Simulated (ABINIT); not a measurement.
Runs of ABINIT 10.8.3 (patched build) on AlFe. It takes space group Pm-3m (No. 221, cubic). Conventional cell: a = 2.910 Å, b = 2.910 Å, c = 2.910 Å, α = 90.00°, β = 90.00°, γ = 90.00°. Fe (site symmetry m-3m) is surrounded by 8 Al at 2.52 Å. Around Al (site symmetry m-3m) lie 8 Fe at 2.52 Å. 

```tsv
task	level	potentials or basis	k mesh	cutoff (eV)	fine-grid cutoff	mesh quality	gap on the mesh (eV)	pressure (GPa)	moment (μB)
band structure	BP86	JTH PAW PBE v2.0	9 × 9 × 9	707	1306.15 eV	not flagged	none	-6.3	0.63
single point	r2SCAN	JTH PAW PBE v2.0	9 × 9 × 9	844	1442.2 eV	not flagged	none	-	0.87
single point	PBE	JTH PAW PBE v2.0	4 × 4 × 4	707	1306.15 eV	coarse	none	-7.5	0.51
band structure	revPBE	JTH PAW PBE v2.0	9 × 9 × 9	707	1306.15 eV	not flagged	none	-4.0	0.68
single point	LDA	JTH PAW LDA v2.0	12 × 12 × 12	544	1088.46 eV	not flagged	none	-	0.73
band structure	LDA	JTH PAW LDA v2.0	9 × 9 × 9	544	1088.46 eV	not flagged	none	-	0.63
single point	LDA	JTH PAW LDA v2.0	7 × 7 × 7	544	1088.46 eV	not flagged	none	-	0.73
single point	LDA	JTH PAW LDA v2.0	4 × 4 × 4	544	1088.46 eV	coarse	none	-	(b)
single point	r2SCAN	Ansatz PAW PBE default generated set, frozen core	9 × 9 × 9	490	979.61 eV	not flagged	none	-	(a)
single point	PBE	JTH PAW PBE v2.0	5 × 5 × 5	707	1306.15 eV	coarse	none	-5.5	0.87
single point	PBE	JTH PAW PBE v2.0	9 × 9 × 9	707	1306.15 eV	not flagged	none	-6.4	(c)
```

Alike in all rows: spin collinear, ferromagnetic start; cell as given; smearing fermi-dirac 0.05 eV.

Fill in the values left out.

(a) 1.96; (b) 0.19; (c) 0.67.

Caveats: some runs use coarse meshes; the PAW data sets were made with another functional, which shifts forces and pressure a little (some runs).

A k mesh can miss the band edges.

A gap of «none» marks a metal or a gap under the smearing width.

Not every run made on this cell is shown here.
